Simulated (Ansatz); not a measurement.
PbSe built on the wurtzite prototype (it has left that coordination) at its r2SCAN geometry, run in the PAW code Ansatz at 2 levels of theory. Note: simulated data, non-magnetic, for a generated structure that need not be the stable one.

The PBE+SOC input:
```yaml
crystal:
  lattice:
    - [5.1741442875, 1.0e-10, 0.0]
    - [-2.5870721438, 4.4809403958, 0.0]
    - [0.0, 0.0, 6.2147753187]
  atoms:
    - { symbol: Pb, position: [0.3333333333, 0.6666666667, -0.0648967816] }
    - { symbol: Pb, position: [0.6666666667, 0.3333333333, 0.4351032184] }
    - { symbol: Se, position: [0.3333333333, 0.6666666667, 0.4398967816] }
    - { symbol: Se, position: [0.6666666667, 0.3333333333, 0.9398967816] }
kpoints:
  mp_grid: { grid: [6, 6, 4] }
  band_path:
    path:
      - [0.0, 0.0, 0.0]
      - [0.5, 0.0, 0.0]
      - [0.3333333333, 0.3333333333, 0.0]
      - [0.0, 0.0, 0.5]
      - [0.5, 0.0, 0.5]
      - [0.3333333333, 0.3333333333, 0.5]
    npoints: 1
hamiltonian:
  xc: pbe
scf:
  occupations: { method: fermi_dirac, width: 0.02 }
  n_extra_bands: 10
magnetization:
  noncollinear: true
  spin_orbit: true
output:
  forces: true
  stress: true
  eigenvalues: true
```

Main results, then, where recorded, the levels near the gap in eV from the Fermi energy (columns number the bands from 0), one row a point of the path (Γ, M, K, A, L, H):
```
Crystal: 4 atoms, lattice volume = 144.090 Å³
Symmetry: 12 space group operations + 12 with time reversal
Magnetic group: BNS 186.204 (UNI 1434)
```
```
Basis set: ecut = 420 eV, 2835 PW (Γ)
k-points: 21 of 144 (time reversal used)
SCF converged after 8 iterations
Free energy (F): -34830.289184 eV
Fermi energy:    6.480835 eV
--- Forces (eV/Å), atoms counted from 1 ---
  atom   1  Pb      0.00000      0.00000    -0.00216
  atom   2  Pb      0.00000      0.00000    -0.00216
  atom   3  Se      0.00000      0.00000      0.00216
  atom   4  Se      0.00000      0.00000      0.00216
--- Stress (GPa, compression-positive) ---
        0.567653       0.000000       0.000000
        0.000000       0.567653       0.000000
        0.000000       0.000000       0.857864
  P = ⅓ Tr σ = 0.6644 GPa (6.644 kbar)
```
```tsv
band_50	band_51	band_52	band_53	band_54	band_55	band_56	band_57	band_58	band_59	band_60	band_61	band_62	band_63	band_64	band_65
-3.436	-3.436	-2.996	-2.996	-2.412	-2.412	-1.854	-1.854	-1.807	-1.807	0.777	0.777	1.928	1.928	2.328	2.328
-3.767	-3.767	-3.134	-3.134	-2.395	-2.395	-2.319	-2.319	-0.932	-0.932	2.123	2.123	2.622	2.622	3.457	3.457
-3.521	-3.521	-3.495	-3.479	-2.720	-2.720	-0.959	-0.956	-0.643	-0.643	1.401	1.423	2.720	2.720	3.724	3.724
-2.878	-2.878	-2.434	-2.434	-2.434	-2.434	-1.613	-1.613	-1.613	-1.613	1.094	1.094	1.094	1.094	2.244	2.244
-3.240	-3.240	-2.057	-2.057	-2.057	-2.057	-0.932	-0.932	-0.932	-0.932	0.886	0.886	0.886	0.886	2.677	2.677
-3.612	-3.612	-1.566	-1.566	-1.460	-1.460	-0.339	-0.339	-0.193	-0.193	0.193	0.193	0.837	0.837	2.049	2.049
```

With PBE+SOC the gap is 0.39 eV and direct, at H.

Task: In the first input these blocks are replaced (the band path and keys that only write files left aside):
```yaml
hamiltonian:
  xc: r2scan
scf:
  occupations: { method: fixed }
  n_extra_bands: 5
```
(magnetization left out)
What comes out?

Result:
```
Basis set: ecut = 500 eV, 3659 PW (Γ)
k-points: 21 of 144 (time reversal used)
SCF converged after 7 iterations
Free energy (F): -34800.188320 eV
Fermi energy:    6.058206 eV
--- Forces (eV/Å), atoms counted from 1 ---
  atom   1  Pb      0.00000      0.00000      0.00052
  atom   2  Pb      0.00000      0.00000      0.00052
  atom   3  Se      0.00000      0.00000    -0.00052
  atom   4  Se      0.00000      0.00000    -0.00052
--- Stress (GPa, compression-positive) ---
       -0.007865       0.000000       0.000000
        0.000000      -0.007865       0.000000
        0.000000       0.000000      -0.022294
  P = ⅓ Tr σ = -0.0127 GPa (-0.127 kbar)
```
```tsv
band_25	band_26	band_27	band_28	band_29	band_30	band_31	band_32
-3.026	-3.026	-1.825	-1.825	-1.810	1.962	1.962	3.459
-3.679	-2.829	-2.225	-2.125	-0.665	2.930	3.435	4.347
-3.264	-3.264	-2.611	-0.523	-0.523	2.766	2.766	4.322
-2.441	-2.441	-2.441	-1.337	-1.337	2.354	2.354	2.354
-3.021	-1.808	-1.808	-0.676	-0.676	1.678	1.678	3.178
-3.528	-1.308	-1.308	0.000	0.000	1.480	1.480	2.613
```
With r2SCAN the gap is 1.48 eV and direct, at H. The mean stress is close to zero (-0.01 GPa).

Totals of different functionals, or with and without spin-orbit coupling, can't be compared.

Only the levels marked +SOC include spin-orbit coupling.
